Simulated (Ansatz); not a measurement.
# In (fcc)

The computed numbers are results of HSE06, scalar-relativistic (no spin polarisation) in the plane-wave PAW code Ansatz at 420 eV, 8×8×8 k-mesh, Gaussian smearing of 0.05 eV. The datasets are Ansatz's generated set soft_2.

```
CELL_PARAMETERS angstrom
0.00000 2.37449 2.37449
2.37449 0.00000 2.37449
2.37449 2.37449 0.00000
ATOMIC_POSITIONS crystal
In 0.00000 0.00000 0.00000
```

At room temperature and ambient pressure In takes another structure.

The volume is at zero pressure for this level.

Path: Γ–X–U | K–Γ–L–W–X, with Γ = (0.000, 0.000, 0.000), X = (0.500, 0.000, 0.500), U = (0.625, 0.250, 0.625), K = (0.375, 0.375, 0.750), L = (0.500, 0.500, 0.500), W = (0.500, 0.250, 0.750) in reciprocal vectors of the calculation's cell.

Problem. Is it a metal or an insulator, and if it has a gap, where are the band edges on this path?

Solution. A metal: bands cross the Fermi level.

Bands as a text map, energy in eV from the Fermi level (dashes), each leg drawn with the same width:
```
  3.71 |           *            * 
  3.43 |     *                  * 
  3.14 |               *          
  2.86 |                    *     
  2.57 |                       *  
  2.29 |                       *  
  2.00 |      *                   
  1.71 |   *                  *   
  1.43 |                    **    
  1.14 |                          
  0.86 |       *  *           *   
  0.57 |                          
  0.29 |                          
  0.00 |--------------------------
 -0.29 |        **           *    
 -0.57 |                          
 -0.86 |                *         
 -1.14 |                          
 -1.43 |        **          * *   
 -1.71 |                          
 -2.00 |       *             ***  
 -2.29 |      **               *  
 -2.57 |    **  **              **
 -2.86 |                   *      
 -3.14 |                    *     
 -3.43 |                          
 -3.71 |                  *       
 -4.00 |                 * *      
        Γ   X   UK   Γ   L   W   X
```

With 13 valence electrons in the calculation's cell and no magnetic order, the bands, two electrons each, can't all be full or empty: band theory demands a metal.

For a metal under a hybrid functional this mesh is coarse.
